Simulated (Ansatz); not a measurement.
The system is NiO.

```xyz
2
Lattice="0.0000 2.0859 2.0859 2.0859 0.0000 2.0859 2.0859 2.0859 0.0000" Properties=species:S:1:pos:R:3 pbc="T T T"
Ni    0.0000    0.0000    0.0000
O     2.0859    2.0859    2.0859
```

* Program: Ansatz 0.2.0
* Task: relaxation of cell and atoms
* Functional: PBEsol
* Dispersion: D4
* Potentials or basis: Ansatz PAW
* Cutoff: 420 eV (not typed: the program's choice for these potentials)
* k mesh: 11 × 11 × 11
* Occupations: fermi-dirac, width 0.05 eV
* Spin: collinear spin, ferromagnetic start
* Starting moments: [1.0, 0.0] μB

At the start: volume 9.08 Å³/atom.

Where does the relaxation end?

It ends after 8 steps and the volume is 8.63 Å³/atom (-4.9 %); space group Fm-3m (No. 225, to 0.05 Å); moment 1.25 μB per cell.

Step by step:
```csv
step,energy change (eV),largest force (eV/Å),volume (Å³)
1,0.0000,0.0000,18.15
2,-0.0229,0.0000,17.72
3,-0.0331,0.0000,17.21
4,-0.0330,0.0000,17.29
5,-0.0330,0.0000,17.28
6,-0.0296,0.0000,17.28
7,-0.0297,0.0000,17.26
8,-0.0296,0.0000,17.26
```

Final structure:
```
Ni O
1.0
     0.00000    2.05118    2.05118
     2.05118    0.00000    2.05118
     2.05118    2.05118    0.00000
Ni O
1 1
Cartesian
  0.0000 0.0000 0.0000
  2.0512 2.0512 2.0512
```

Caveat: the plane-wave basis is chosen anew once the cell has moved, so the energies of steps on either side of that aren't comparable; the pressure holds a Pulay correction of +0.8 GPa for the finite cutoff; a cell with one magnetic atom can't hold antiferromagnetic order, which such compounds often take; the PAW data sets come from PBE, with cores solved anew for the run's functional, which leaves a small shift of forces and pressure.
